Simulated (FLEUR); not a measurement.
# SnO under changes of volume

One of the cells (17.769 Å³/atom); the others are scaled copies at fixed shape and fractional positions:

```
CELL_PARAMETERS angstrom
3.81370 0.00000 0.00000
0.00000 3.81370 0.00000
0.00000 0.00000 4.88691
ATOMIC_POSITIONS crystal
Sn 0.50000 0.00000 0.76463
Sn 0.00000 0.50000 0.23537
O 0.00000 0.00000 0.00000
O 0.50000 0.50000 0.00000
```

The cell is a database's computed one.

```yaml
Program: FLEUR MaX-R8.1 (later development tree)
Functional: LDA
Potentials_or_basis: all-electron
Basis: FLAPW
Kmax: 4.53 1/bohr
k_mesh: 7 × 7 × 6
Occupations: fermi-dirac, width 0.05 eV
Spin: no spin polarisation
```

| volume (Å³/atom) | energy over the lowest point (meV/atom) | gap on the mesh (eV) |
| --- | --- | --- |
| 16.703 | ? | ? |
| 17.058 | 0.00 | 0.32 |
| 17.769 | 6.77 | 0.46 |
| 18.480 | 29.07 | 0.58 |
| 18.835 | 45.03 | 0.64 |

Question: What does the run at 16.703 Å³/atom give?

Answer: Energy over the lowest point 3.81 meV/atom; gap on the mesh 0.25 eV.

Worked out: A Birch-Murnaghan fit of order 2 (a polynomial in V^(-2/3)) to the other rows has its minimum at 17.14 Å³/atom with B0 = V·E''(V) = 101 GPa at fixed shape and positions, which overstates the stiffness. It gives 3.48 meV/atom at 16.703 Å³/atom, against the run's 3.81. A straight line through the other rows of the gap, of slope 3.22 eV per unit of ln V, extrapolates to 0.26 eV, against the run's 0.25.

Energies are extrapolated to zero smearing.

Caveats: spin-orbit coupling is left out, which moves the levels of the heavy elements; an odd mesh through Γ misses points on the zone boundary, where band edges often lie.
